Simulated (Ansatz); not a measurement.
## Generalised stacking fault in BaTiO$_{3}$

These are results of DFT PBE, scalar-relativistic, plane waves, PAW in Ansatz, not measurements. Settings: plane waves to 420 eV, k-mesh 6×6×2 (Γ-centred), Gaussian smearing 0.05 eV. Spin–orbit coupling is left out, which matters for the heavy elements here. No spin polarisation. Energies are free energies at this smearing, counted from the undisturbed cell; pressure is positive in compression.

The undisturbed cell (relaxed at this level; it needn't be the usual structure):

```
Ba Ti O
1.0
     2.86307   -1.65299   -2.35630
     0.00000    3.30599   -2.35630
     8.58921    4.95898    7.06890
Ba Ti O
3 3 9
Cartesian
  9.3093 5.3747 0.6276
  3.5831 2.0687 -4.0850
  6.4462 3.7217 -1.7287
  9.3093 5.3747 4.2627
  3.5831 2.0687 -0.4499
  6.4462 3.7217 1.9064
  9.3093 3.7568 5.1981
  3.5831 0.4508 0.4855
  6.4462 2.1038 2.8418
  7.9082 6.1836 5.1981
  2.1820 2.8777 0.4855
  5.0451 4.5307 2.8418
  2.1212 1.2247 -1.8708
  4.9843 2.8777 0.4855
  7.8473 4.5307 2.8418
```

The cut lies on the cell's a–b face, a (1 0 1) plane (indices in the standard cell, whose axes needn't be the Cartesian ones shown) of area 16.48 Å², between layers 1.86 Å apart. Vector c is tilted by f times 1·a + 0·b (length 4.060 Å) with the atoms' Cartesian places fixed: one unrelaxed fault a cell.

```
     f  γ (mJ/m²) shear traction, the slope of γ along the slip (GPa) gap on the mesh (eV)
0.0000          0                                                  0.0                  2.63
0.1000        450                                                 22.3                  2.35
0.2000       1788                                                 42.6                  1.57
0.3000          ?                                                 52.0                     ?
0.4000          ?                                                    ?                  0.16
0.5000          ?                                                    ?                  0.06
0.6000       5811                                                -34.6                  0.15
0.7000       3911                                                -54.3                  0.64
0.8000       1826                                                -44.7                  1.55
0.9000        450                                                -22.4                  2.34
```

Q: Give the withheld values.

A: γ (mJ/m²) at f = 0.3000: 3764; gap on the mesh (eV) at f = 0.3000: 0.73; γ (mJ/m²) at f = 0.4000: 5695; shear traction, the slope of γ along the slip (GPa) at f = 0.4000: 38.2; γ (mJ/m²) at f = 0.5000: 6531; shear traction, the slope of γ along the slip (GPa) at f = 0.5000: 1.1.

Cost: 10 runs of about 10 core-minutes in all, on Arm Neoverse V1 (shared hosts).